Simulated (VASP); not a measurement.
# C (P6_3/mmc) in VASP: notebook

Aim: see how the results for C move with the level of theory and the settings. Levels: BLYP+D3(BJ), BLYP+D4. Tasks: relaxation of cell and atoms.

The COD entry that gives the cell may itself be a prediction, so a difference from it is no test against experiment.

All numbers are computed with VASP 6.6.1; they aren't measurements. Logs are shortened: lines on timing, memory, paths and dates and some standing lists are left out, and cuts for length are marked.

## 1. Starting point

The structure is hexagonal, space group P6_3/mmc (No. 194). The conventional cell has a = 2.522 Å, b = 2.522 Å, c = 8.237 Å, α = 90.00°, β = 90.00°, γ = 120.00°. Around C (site symmetry 3m) lie 4 C at 1.54 Å. Around C (site symmetry 3m) lie 4 C at 1.54 Å.

This is a hexagonal form of diamond, not graphite.

## 2. Relaxation of cell and atoms, BLYP+D3(BJ)

File INCAR:

```
PREC     = Accurate       # precision mode
ENCUT    = 600            # plane-wave cutoff, eV
EDIFF    = 1E-6           # SCF threshold, eV
ISMEAR   = -1             # smearing method
SIGMA    = 0.05           # smearing width, eV
LREAL    = False          # projectors in reciprocal space
LASPH    = True           # aspherical terms in the spheres
NELM     = 60             # most SCF steps
ALGO     = Normal         # electronic algorithm
ISIF     = 3              # what is computed and relaxed
LWAVE    = False          # write WAVECAR
LCHARG   = False          # write CHGCAR
GGA      = B5             # functional
ALDAX    = 1.0          
AGGAX    = 1.0          
AGGAC    = 1.0          
ALDAC    = 0.0          
IVDW     = 12             # dispersion correction
VDW_S6   = 1.0          
VDW_S8   = 2.6996       
VDW_A1   = 0.4298       
VDW_A2   = 4.2359       
IBRION   = 2              # ionic algorithm
NSW      = 60             # ionic steps
EDIFFG   = -0.01          # ionic threshold
```

File KPOINTS:

```
regular mesh
0
Gamma
  12 12 4
```

File POSCAR:

```
C
1.0
    2.5221000000      0.0000000000      0.0000000000
   -1.2610500000      2.1842026709      0.0000000000
    0.0000000000      0.0000000000      8.2371000000
C
8
Direct
    0.6666666667      0.3333333333      0.8437500000
    0.3333333333      0.6666666667      0.3437500000
    0.6666666667      0.3333333333      0.6562500000
    0.3333333333      0.6666666667      0.1562500000
    0.0000000000      0.0000000000      0.9062500000
    0.0000000000      0.0000000000      0.4062500000
    0.0000000000      0.0000000000      0.5937500000
    0.0000000000      0.0000000000      0.0937500000
```

Potentials or basis: VASP PAW PBE potentials, release 64 (C).

Launch:

```console
> cat potpaw_PBE.64/C/POTCAR > POTCAR
> mpirun -np 1 vasp_std > vasp.out
```

OUTCAR:

```text
PREC = Accurate
   ENCUT = 600
   EDIFF = 1E-6
   ISMEAR = -1
   LREAL = False
   LASPH = True
   NELM = 60
   ISIF = 3
   GGA = B5
   IVDW = 12
   IBRION = 2
   NSW = 60
   EDIFFG = -0.01
 IVDW          = 12

 ion  position               nearest neighbor table
   1  0.667  0.333  0.844-   3 1.54   5 1.54   5 1.54   5 1.54
   2  0.333  0.667  0.344-   4 1.54   6 1.54   6 1.54   6 1.54
   3  0.667  0.333  0.656-   1 1.54   7 1.54   7 1.54   7 1.54
   4  0.333  0.667  0.156-   2 1.54   8 1.54   8 1.54   8 1.54
   5  0.000  0.000  0.906-   8 1.54   1 1.54   1 1.54   1 1.54
   6  0.000  0.000  0.406-   7 1.54   2 1.54   2 1.54   2 1.54
   7  0.000  0.000  0.594-   6 1.54   3 1.54   3 1.54   3 1.54
   8  0.000  0.000  0.094-   5 1.54   4 1.54   4 1.54   4 1.54

  LATTYP: Found a hexagonal cell.
 ALAT       =     2.5221000000
 C/A-ratio  =     3.2659688355

  Lattice vectors:

 A1 = (   2.5221000000,   0.0000000000,   0.0000000000)
 A2 = (  -1.2610500000,   2.1842026709,   0.0000000000)
 A3 = (   0.0000000000,   0.0000000000,   8.2371000000)

Analysis of symmetry for initial positions (statically):
=====================================================================
 Subroutine PRICEL returns:
 Original cell was already a primitive cell.

 Routine SETGRP: Setting up the symmetry group for a
 hexagonal supercell.

 Subroutine GETGRP returns: Found 24 space group operations
 (whereof 12 operations were pure point group operations)
 out of a pool of 24 trial point group operations.

The static configuration has the point symmetry D_3d.
 The point group associated with its full space group is D_6h.

Analysis of symmetry for dynamics (positions and initial velocities):
=====================================================================
 Subroutine PRICEL returns:
 Original cell was already a primitive cell.

 Routine SETGRP: Setting up the symmetry group for a
 hexagonal supercell.

 Subroutine GETGRP returns: Found 24 space group operations
 (whereof 12 operations were pure point group operations)
 out of a pool of 24 trial point group operations.

The dynamic configuration has the point symmetry D_3d.
 The point group associated with its full space group is D_6h.

 Subroutine INISYM returns: Found 24 space group operations
 (whereof 12 operations are pure point group operations),
 and found     1 'primitive' translations

----------------------------------------------------------------------------------------

                                     Primitive cell

  volume of cell :      45.3764

  direct lattice vectors                    reciprocal lattice vectors
     2.522100000  0.000000000  0.000000000     0.396494984  0.228916486  0.000000000
    -1.261050000  2.184202671  0.000000000     0.000000000  0.457832972  0.000000000
     0.000000000  0.000000000  8.237100000     0.000000000  0.000000000  0.121401950

  length of vectors
     2.522100000  2.522100000  8.237100000     0.457832972  0.457832972  0.121401950

  position of ions in fractional coordinates (direct lattice)
     0.666666667  0.333333333  0.843750000
     0.333333333  0.666666667  0.343750000
     0.666666667  0.333333333  0.656250000
     0.333333333  0.666666667  0.156250000
     0.000000000  0.000000000  0.906250000
     0.000000000  0.000000000  0.406250000
     0.000000000  0.000000000  0.593750000
     0.000000000  0.000000000  0.093750000

  ion indices of the primitive-cell ions
   primitive index   ion index
                 1           1
                 2           2
                 3           3
                 4           4
                 5           5
                 6           6
                 7           7
                 8           8

----------------------------------------------------------------------------------------

 KPOINTS: regular mesh

Automatic generation of k-mesh.
 Grid dimensions read from file:
 generate k-points for:   12   12    4

 Generating k-lattice:

  Cartesian coordinates                     Fractional coordinates (reciprocal lattice)
     0.033041249  0.019076374  0.000000000     0.083333333  0.000000000  0.000000000
     0.000000000  0.038152748  0.000000000     0.000000000  0.083333333  0.000000000
     0.000000000  0.000000000  0.030350487     0.000000000  0.000000000  0.250000000

  Length of vectors
     0.038152748  0.038152748  0.030350487

  Shift w.r.t. Gamma in fractional coordinates (k-lattice)
     0.000000000  0.000000000  0.000000000

 Subroutine IBZKPT returns following result:
 ===========================================

 Found     57 irreducible k-points:

 Following reciprocal coordinates:
            Coordinates               Weight
  0.000000  0.000000  0.000000      1.000000
  0.083333  0.000000  0.000000      6.000000
  0.166667  0.000000  0.000000      6.000000
  0.250000  0.000000  0.000000      6.000000
  0.333333  0.000000  0.000000      6.000000
  0.416667  0.000000  0.000000      6.000000
[... 16 lines left out ...]
  0.250000  0.000000  0.250000     12.000000
  0.333333  0.000000  0.250000     12.000000
 [... further k-points ...]
   k-points           NKPTS =     57   k-points in BZ     NKDIM =     57   number of bands    NBANDS=     21
   number of dos      NEDOS =    301   number of ions     NIONS =      8
   total plane-waves  NPLWV =  28000
   dimension x,y,z NGX =    20 NGY =   20 NGZ =   70
   dimension x,y,z NGXF=    40 NGYF=   40 NGZF=  140
   ions per type =               8
   NGX,Y,Z   is equivalent  to a cutoff of  13.18, 13.18, 14.13 a.u.
   NGXF,Y,Z  is equivalent  to a cutoff of  26.37, 26.37, 28.26 a.u.
 SYSTEM =  unknown system
   PREC   = accura    normal or accurate (medium, high low for compatibility)
   ISTART =      0    job   : 0-new  1-cont  2-samecut
   ICHARG =      2    charge: 1-file 2-atom 10-const
   ISPIN  =      1    spin polarized calculation?
   LNONCOLLINEAR =      F non collinear calculations
   LSORBIT =      F    spin-orbit coupling
   LASPH  =      T    aspherical Exc in radial PAW
   ENCUT  =  600.0 eV  44.10 Ry    6.64 a.u.   5.04  5.04 16.45*2*pi/ulx,y,z
   NELM   =     60;   NELMIN=  2; NELMDL= -5     # of ELM steps
   EDIFF  = 0.1E-05   stopping-criterion for ELM
   LREAL  =      F    real-space projection
   EDIFFG = -.1E-01   stopping-criterion for IOM
   NSW    =     60    number of steps for IOM
   IBRION =      2    ionic relax: 0-MD 1-quasi-New 2-CG
   NFREE  =      1    steps in history (QN), initial steepest desc. (CG)
   ISIF   =      3    stress and relaxation
   ISYM   =      2    0-nonsym 1-usesym 2-fastsym
   POTIM  = 0.5000    time-step for ionic-motion
   TEBEG  =    0.0;   TEEND  =   0.0 temperature during run
   PSTRESS=    0.0 pullay stress
   NELECT =      32.0000    total number of electrons
   NUPDOWN=      -1.0000    fix difference up-down
   EMIN   =  10.00;   EMAX   =-10.00  energy-range for DOS
   EFERMI =   0.00;   METHOD = LEGACY
   ISMEAR =    -1;   SIGMA  =   0.05  broadening in eV -4-tet -1-fermi 0-gaus
   EFERMI_NEDOS =   21; number of points for ismear=-14 and -15
   IALGO  =     38    algorithm
   IMIX   =      4    mixing-type and parameters
     AMIX     =   0.40;   BMIX     =  1.00
     AMIX_MAG =   1.60;   BMIX_MAG =  1.00
  volume/ion in A,a.u.               =       5.67        38.28
  Fermi-wavevector in a.u.,A,eV,Ry     =   1.457186  2.753682 28.890486  2.123391
  Thomas-Fermi vector in A             =   2.574017
   LORBIT       =      0    0 simple, 1 ext, 2 COOP (PROOUT), +10 PAW based schemes
   GGA     = B5    functional components
   LHFCALC =     F    Hartree Fock is set to
   AEXX    =    0.0000 exact exchange contribution
   IVDW    =    12    specifies the selected vdW correction
   LEPSILON=     F    determine dielectric tensor
   LRPA    =     F    only Hartree local field effects (RPA)
 conjugate gradient relaxation of ions
 non-spin polarized calculation
  energy-cutoff  :      600.00
  volume of cell :       45.38
 maximum number of plane-waves:      1534
   NGX = 11   NGY = 11   NGZ = 33

--------------------------------------- Ionic step        1  -------------------------------------------

 number of electron      31.9999998 magnetization

 Free energy of the ion-electron system (eV)
  ---------------------------------------------------
  ext. energy  EPLUGINS =         0.00000000
  ---------------------------------------------------
  free energy    TOTEN  =       -66.77508004 eV

  energy without entropy =      -66.77508004  energy(sigma->0) =      -66.77508004

------------------------ aborting loop because EDIFF is reached ----------------------------------------

 Edisp (eV)   -2.95123

 E8    (eV) :    -1.7592

  FORCE on cell =-STRESS in cart. coord.  units (eV):
  Direction    XX          YY          ZZ          XY          YZ          ZX
  --------------------------------------------------------------------------------------
  -------------------------------------------------------------------------------------
  Total      -0.79254    -0.79254     2.70711     0.00000    -0.00000     0.00000
  in kB     -27.98362   -27.98362    95.58433     0.00000    -0.00000     0.00000
  external pressure =       13.21 kB  Pullay stress =        0.00 kB
[... 257 lines left out ...]
  energy  without entropy=      -69.7461370804  energy(sigma->0) =      -69.74613708

--------------------------------------- Ionic step        7  -------------------------------------------

 number of electron      31.9999998 magnetization

 Free energy of the ion-electron system (eV)
  ---------------------------------------------------
  ext. energy  EPLUGINS =         0.00000000
  ---------------------------------------------------
  free energy    TOTEN  =       -66.80345127 eV

  energy without entropy =      -66.80345127  energy(sigma->0) =      -66.80345127

 E-fermi :  11.0001     XC(G=0): -12.5294

 val. band max:       10.0900502981   @ k =   0.0000   0.0000   0.0000
 cond. band min:      14.9708886350   @ k =   0.4167   0.0000   0.0000
 fundamental gap:      4.8808383369
 Fermi energy:        11.0001018912

 k-point     1 :       0.0000    0.0000    0.0000
  band No.  band energies     occupation
      1     -11.1955      2.00000
      2      -9.5708      2.00000
      3      -9.4678      2.00000
      4      -5.6232      2.00000
      5      -3.1079      2.00000
      6       3.4234      2.00000
[... 550 lines left out ...]
      5      -0.8894      2.00000
      6       0.1417      2.00000
[... 13 lines left out ...]
     20      17.8231      0.00000
     21      18.3989      0.00000

 [... further k-points ...]

------------------------ aborting loop because EDIFF is reached ----------------------------------------

 Edisp (eV)   -2.94269

 E8    (eV) :    -1.7541

  FORCE on cell =-STRESS in cart. coord.  units (eV):
  Direction    XX          YY          ZZ          XY          YZ          ZX
  --------------------------------------------------------------------------------------
  -------------------------------------------------------------------------------------
  Total      -0.01335    -0.01335     0.02918     0.00000     0.00000     0.00000
  in kB      -0.47009    -0.47009     1.02740     0.00000     0.00000     0.00000
  external pressure =        0.03 kB  Pullay stress =        0.00 kB
[... 23 lines left out ...]
  FREE ENERGIE OF THE ION-ELECTRON SYSTEM (eV)
  ---------------------------------------------------
  free  energy   TOTEN  =       -69.7461370313 eV

  energy  without entropy=      -69.7461370312  energy(sigma->0) =      -69.74613703

 reached required accuracy - stopping structural energy minimisation
```

Run time: 2.8 min. Hardware: 1 thread of Intel Xeon Platinum 8559C (Emerald Rapids), shared host; peak memory 0.21 GiB.

What came out:

* Free energy: -69.7461 eV
* Relaxed volume: 5.69 Å³/atom
* Relaxed cell: a = 2.516 Å, b = 2.516 Å, c = 8.299 Å, α = 90.00°, β = 90.00°, γ = 120.00°
* Space group after relaxing (to 0.05 Å): P6_3/mmc (No. 194)
* Energy gained by relaxing: 2.5 meV/atom
* Ionic steps: 7
* Pressure after relaxing: 0.0 GPa
* Largest force after relaxing: 0.009 eV/Å
* Band gap on the k mesh: 4.88 eV, indirect (least direct gap 5.47 eV)
* Dispersion energy per atom: -0.368 eV

Forces in eV/Å, atoms in the order of the input:
```
C    0.000  0.000 -0.006
C    0.000  0.000 -0.006
C    0.000  0.000  0.006
C    0.000  0.000  0.006
C    0.000  0.000  0.009
C    0.000  0.000  0.009
C    0.000  0.000 -0.009
C    0.000  0.000 -0.009
```

The path:
| step | energy change (eV) | largest force (eV/Å) | pressure (GPa) | volume (Å³) |
| --- | --- | --- | --- | --- |
| 1 | 0.0000 | 0.3363 | 1.32 | 45.38 |
| 2 | 0.0120 | 0.5161 | -1.31 | 45.68 |
| 3 | -0.0197 | 0.0444 | 0.00 | 45.51 |
| 4 | -0.0197 | 0.0369 | 0.03 | 45.51 |
| 5 | -0.0197 | 0.0552 | -0.02 | 45.51 |
| 6 | -0.0198 | 0.0100 | 0.00 | 45.51 |
| 7 | -0.0198 | 0.0090 | 0.00 | 45.51 |

Final structure:
```
C
1.0
     2.51635    0.00000    0.00000
    -1.25818    2.17923    0.00000
     0.00000    0.00000    8.29874
C
8
Direct
  0.66667 0.33333 0.84449
  0.33333 0.66667 0.34449
  0.66667 0.33333 0.65551
  0.33333 0.66667 0.15551
  0.00000 0.00000 0.90701
  0.00000 0.00000 0.40701
  0.00000 0.00000 0.59299
  0.00000 0.00000 0.09299
```

Levels at points of the mesh, in eV from the valence-band top:
| k point | band 12 | band 13 | band 14 | band 15 | band 16 | band 17 | band 18 | band 19 | band 20 | band 21 |
| --- | --- | --- | --- | --- | --- | --- | --- | --- | --- | --- |
| (0.00, 0.00, 0.00) | -1.68 | -1.68 | -0.20 | 0.00 | 0.00 | 5.47 | 5.47 | 5.62 | 7.28 | 7.28 |
| (0.50, 0.00, 0.00) | -4.90 | -4.81 | -4.56 | -3.57 | -2.90 | 4.97 | 5.92 | 6.30 | 6.36 | 6.94 |
| (0.00, 0.00, 0.50) | -2.53 | -0.63 | -0.63 | -0.63 | -0.63 | 6.22 | 6.22 | 6.22 | 6.22 | 6.83 |
| (0.50, 0.00, 0.50) | -5.85 | -4.58 | -4.58 | -3.57 | -3.57 | 5.30 | 5.30 | 7.30 | 7.30 | 7.81 |

Caveat: the PAW data sets were made with another functional, which shifts forces and pressure a little. BLYP gaps usually lie below the measured ones, often by a third to a half.

[end of part 1 of 2]
